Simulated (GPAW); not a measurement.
# Bi (R-3m) in GPAW: single point with r2SCAN

Aim: the single point of Bi with r2SCAN.

All numbers are computed with GPAW 26.7.0; they aren't measurements. Logs are shortened: lines on timing, memory, paths and dates and some standing lists are left out, and cuts for length are marked. The log counts tension as positive stress, the text compression.

## Step 1: Starting point

It takes space group R-3m (No. 166, trigonal). The conventional cell has a = 4.535 Å, b = 4.535 Å, c = 11.814 Å, α = 90.00°, β = 90.00°, γ = 120.00°. Bi (site symmetry 3m) has 6 Bi at 3.06 to 3.52 Å as nearest neighbours.

## Step 2: Single point, r2SCAN

run.py

```python
from ase.dft.bandgap import bandgap
from ase.io import read, write
from ase.units import GPa
from gpaw import GPAW, PW

atoms = read('Bi.cif')

calc = GPAW(mode=PW(400),
            xc='MGGA_X_R2SCAN+MGGA_C_R2SCAN',
            kpts={'size': (6, 6, 6), 'gamma': True},
            occupations={'name': 'fermi-dirac', 'width': 0.05},
            nbands=25,
            maxiter=120,
            txt='gpaw.txt')
atoms.calc = calc
energy = atoms.get_potential_energy()
forces = atoms.get_forces()
stress = atoms.get_stress()
calc.write('gs.gpw')
write('result.traj', atoms)
print(f'Energy: {energy:.6f} eV')
print('Forces (eV/A):')
print(forces.round(4))
print('Stress (GPa):', (stress / GPa).round(3))
print('Fermi level:', round(calc.get_fermi_level(), 4), 'eV')
print(f'Gap: {bandgap(calc)[0]:.4f} eV, direct: {bandgap(calc, direct=True)[0]:.4f} eV')
```

Bi.cif

```cif
data_Bi
_cell_length_a 4.72898005
_cell_length_b 4.72898005
_cell_length_c 4.72898005
_cell_angle_alpha 57.30423423
_cell_angle_beta 57.30423423
_cell_angle_gamma 57.30423423
_space_group_name_H-M_alt 'P1'
_space_group_name_Hall 'P 1'
_space_group_IT_number 1
loop_
_space_group_symop_operation_xyz
'x,y,z'
loop_
_atom_site_label
_atom_site_type_symbol
_atom_site_symmetry_multiplicity
_atom_site_Wyckoff_symbol
_atom_site_fract_x
_atom_site_fract_y
_atom_site_fract_z
_atom_site_occupancy
Bi1 Bi 1 a 0.7660000000 0.7660000000 0.7660000000 1
Bi2 Bi 1 a 0.2340000000 0.2340000000 0.2340000000 1
```

Potentials or basis: GPAW PAW data sets (gpaw-data 1.2.1), pw.

Command:

```sh
> OMP_NUM_THREADS=1 python run.py
```

gpaw.txt:

```text
__  _  _
 | _ |_)|_||  |
 |__||  | ||/\| - 26.7.0

Input parameters:
  mode=PW(ecut=400.0),
  kpts=MonkhorstPack(size=(6, 6, 6), gamma=True),
  maxiter=120,
  nbands=25,
  occupations=Occupations(name='fermi-dirac', width=0.05),
  xc=XC(name='MGGA_X_R2SCAN+MGGA_C_R2SCAN')

Diagonalizing LCAO Hamiltonian
Converting LCAO to pw mode

                      Bi

       Bi

Atoms  # Å, Bohr magnetons
|   | symbol |        x |        y |        z |    initial magnetic moments |
|---|--------|----------|----------|----------|-----------------------------|
| 0 |     Bi | 7.535880 | 4.117592 | 2.854792 | ( 0.0000,  0.0000,  0.0000) |
| 1 |     Bi | 2.302083 | 1.257854 | 0.872090 | ( 0.0000,  0.0000,  0.0000) |

Unit cell  # Å
| periodic |        x |        y |        z |  lengths |    angles |
|----------|----------|----------|----------|----------|-----------|
|      yes | 4.728980 | 0.000000 | 0.000000 | 4.728980 | 57.304234 |
|      yes | 2.554492 | 3.979676 | 0.000000 | 4.728980 | 57.304234 |
|      yes | 2.554492 | 1.395770 | 3.726882 | 4.728980 | 57.304234 |

Number of symmetries: 12
Symmetry operations  # r_c * U_cc + t_c -> r_c
|    | kind |            matrix            |
|----|------|------------------------------|
|  0 |  E   |  1, 0, 0,  0, 1, 0,  0, 0, 1 |
|  1 |  σ   |  1, 0, 0,  0, 0, 1,  0, 1, 0 |
|  2 |  σ   |  0, 1, 0,  1, 0, 0,  0, 0, 1 |
|  3 |  C3  |  0, 1, 0,  0, 0, 1,  1, 0, 0 |
|  4 |  C3  |  0, 0, 1,  1, 0, 0,  0, 1, 0 |
|  5 |  σ   |  0, 0, 1,  0, 1, 0,  1, 0, 0 |
|  6 |  C2  |  0, 0,-1,  0,-1, 0, -1, 0, 0 |
|  7 |  S6  |  0, 0,-1, -1, 0, 0,  0,-1, 0 |
|  8 |  S6  |  0,-1, 0,  0, 0,-1, -1, 0, 0 |
|  9 |  C2  |  0,-1, 0, -1, 0, 0,  0, 0,-1 |
| 10 |  C2  | -1, 0, 0,  0, 0,-1,  0,-1, 0 |
| 11 |  i   | -1, 0, 0,  0,-1, 0,  0, 0,-1 |

BZ-sampling:
  Number of BZ points: 216
  Number of IBZ points: 32

  Monkhorst-Pack size: [6, 6, 6]
  Monkhorst-Pack shift: [0.08333333333333333, 0.08333333333333333, 0.08333333333333333]

K-points  # in reciprocal-cell coordinates
|     |                                coordinates |     weight |
|-----|--------------------------------------------|------------|
|   0 | (  0.00000000,   0.00000000,   0.00000000) | 0.00462963 |
|   1 | (  0.16666667,   0.00000000,  -0.16666667) | 0.02777778 |
|   2 | (  0.16666667,   0.00000000,   0.00000000) | 0.02777778 |
|   3 | (  0.16666667,   0.16666667,  -0.16666667) | 0.02777778 |
|   4 | (  0.16666667,   0.16666667,   0.00000000) | 0.02777778 |
|   5 | (  0.16666667,   0.16666667,   0.16666667) | 0.00925926 |
|   6 | (  0.33333333,  -0.16666667,  -0.16666667) | 0.02777778 |
|   7 | (  0.33333333,   0.00000000,  -0.33333333) | 0.02777778 |
|   8 | (  0.33333333,   0.00000000,  -0.16666667) | 0.05555556 |
|   9 | (  0.33333333,   0.00000000,   0.00000000) | 0.02777778 |
| ... |                                            |            |
|  31 | (  0.50000000,   0.50000000,   0.50000000) | 0.00462963 |

Plane wave coefficients: 1300
Cutoff: 400.0 eV

Spin-components: 1 (collinear spins)
Bands:           25
Projectors:      12
Spin-degeneracy: 2
Datatype:        complex128

Parallelization:
  kpt:    1
  domain: 1
  band:   1

Density:
  Valence electrons: 30.0
  Components: 1
  Grid points: [24 24 24]
  Charge: 0.0  # |e|

Potential:
  Grid points: [24 24 24]

species:
  Bi:
    name:    Bismuth
    Z:       83.0
    valence: 15
    core:    68
    charge:  0.0  # [|e|]
    compensation charges:
      type: gauss
      rc: 0.38  # [Å]
      lmax: 2
    cutoffs:
      filter: 2.23  # [Å]
      core: 2.33  # [Å]
    projectors
    | kind |    occ | energy [eV] | rcut [Å] |
    |------|--------|-------------|----------|
    |   6s |  2.000 |     -14.385 |    1.286 |
    |   6p |  3.000 |      -4.580 |    1.275 |
    |   5d | 10.000 |     -27.119 |    1.349 |
    |    s |        |      12.827 |    1.286 |
    |    p |        |      22.631 |    1.275 |
    |    d |        |       0.093 |    1.349 |

    Using partial waves for Bi as LCAO basis

Reference energy: -1169696.765905  # eV

eigensolver:
  PPCG
  Converge bands: occupied
  niter=2

density mixing:
  MSR1-Mixer
  Pratt-step length: 0.05
  Maximum mixing coefficient: 0.75
  Old densities: 10
  SVD Regularization: 0.005
  Good broyden scale: 1.0
  Trust region scale: 1.0
  Backstep threshold: 4.0
  History deletion threshold: 6.0
  Fourier metric: weight=20.0, sigma=0.015

occupation numbers:
  Fermi-Dirac:
    width: 0.0500  # eV

poisson solver:
  ecut: 3200.0  # eV

xc functional:
  name: MGGA_X_R2SCAN+MGGA_C_R2SCAN with 2 nearest neighbor stencil

convergence criteria:
- Maximum [total energy] change in last 3 cyles: 0.0005 eV / valence electron
- Maximum integral of absolute [dens]ity change: 0.0001 electrons / valence electron
- Maximum integral of absolute [eigenst]ate change: 4e-08 eV^2 / valence electron
maximum number of iterations: 120

SCF iterations
|iter     | |      energy | eigst |  dens |
|---------|-|-------------|-------|-------|
|iter:   1| |  -48.407244 | -0.30 |       |
|iter:   2| |  -43.358588 | -2.11 | -1.74 |
|iter:   3| |  -43.422099 | -2.35 | -1.73 |
|iter:   4| |  -43.456675 | -2.63 | -1.91 |
|iter:   5| |  -43.424910 | -3.44 | -1.85 |
|iter:   6| |  -43.418418 | -4.08 | -2.10 |
|iter:   7| |  -43.416818c| -4.17 | -2.41 |
|iter:   8| |  -43.416849c| -5.54 | -3.45 |
|iter:   9| |  -43.416856c| -5.84 | -3.80 |
|iter:  10| |  -43.416856c| -7.73c| -4.48c|

Converged in 10 steps
Energy contributions relative to reference atoms: (reference = -1169696.765905)

Energy contributions:
  Kinetic:          34.208165
  Coulomb:         -31.766902
  Zero:             -2.568830
  External:          0.000000
  Xc:              -43.287524
  Entropy:          -0.003529
  Spinorbit:         0.000000
  ----------------------------
  Free energy:     -43.418620
  Extrapolated:    -43.416856

dipole moment: (0.000005, 0.000003, 0.000002)  # |e|*Ang

Fermi level: 5.989
Eigenvalues  # (at kpt = [0.000, 0.000, 0.000])
| band index |      eig [eV] | occ [0-2] |
|------------|---------------|-----------|
|          0 |       -17.858 |     2.000 |
|        ... |               |           |
|          7 |       -17.480 |     2.000 |
|          8 |       -17.350 |     2.000 |
|          9 |       -17.350 |     2.000 |
|         10 |        -7.569 |     2.000 |
|         11 |        -1.389 |     2.000 |
|         12 |         4.423 |     2.000 |
|         13 |         4.663 |     2.000 |
|         14 |         4.663 |     2.000 |
|         15 |         8.650 |     0.000 |
|         16 |         9.145 |     0.000 |
|         17 |         9.145 |     0.000 |
|         18 |        12.125 |     0.000 |
|         19 |        12.219 |     0.000 |
|         20 |        12.219 |     0.000 |
|         21 |        12.881 |     0.000 |
|         22 |        12.994 |     0.000 |
|        ... |               |           |
|         24 |        14.357 |     0.000 |

No gap
No difference between direct/indirect transitions

Forces  # eV/Ang
|        x |        y |        z |
|----------|----------|----------|
|  0.03871 |  0.02115 |  0.01466 |  # Bi   0
| -0.03871 | -0.02115 | -0.01466 |  # Bi   1

Stress tensor  # eV/Ang^3
|         x |         y |         z |
|-----------|-----------|-----------|
|  0.002437 | -0.001203 | -0.000834 |
| -0.001203 |  0.003981 | -0.000456 |
| -0.000834 | -0.000456 |  0.004323 |

# Writing to gs.gpw (mode='')
```

Run time: 39 s. Hardware: 1 thread of Intel Xeon 6975P-C (Granite Rapids), shared host; peak memory 0.27 GiB.

These settings aren't checked as converged: the numbers below hold their error.

Results:

```yaml
Free_energy: -43.4186 eV
Pressure: -0.6 GPa
Largest_force: 0.046 eV/Å
Band_gap_on_the_k_mesh: none (metal or under the smearing width)
```

Caveat: the cutoff is short for stress and forces, so pressures can be off by a GPa or more; the PAW data sets were made with another functional, which shifts forces and pressure a little; spin-orbit coupling is left out, which moves the levels of the heavy elements.
